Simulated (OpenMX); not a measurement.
Sn:

```
Sn
1.0
    -2.94014    2.94014    1.59930
     2.94014   -2.94014    1.59930
     2.94014    2.94014   -1.59930
Sn
2
Direct
  0.00000 0.00000 0.00000
  0.75000 0.25000 0.50000
```

Base run:

| Item | Value |
| --- | --- |
| Program | OpenMX 3.8.5 |
| Functional | PBE |
| Potentials or basis | OpenMX 2013 PBE set, Sn7.0-s3p2d2f1, grid cutoff 500 Ry |
| k mesh | 9 × 9 × 9 |
| Occupations | fermi-dirac, width 0.05 eV |
| Spin | no spin polarisation |

Its results: pressure 0.7 GPa.

Q: The run is repeated on the same cell with these changes: potentials or basis from OpenMX 2013 PBE set, Sn7.0-s3p2d2f1, grid cutoff 500 Ry to OpenMX 2013 PBE set, Sn7.0-s3p2d2, grid cutoff 700 Ry; k mesh from 9 × 9 × 9 to 7 × 7 × 7. What comes out?

A: Pressure -7.8 GPa.

Caveats: the basis of atomic orbitals isn't converged, which shifts pressures, moduli and gaps.
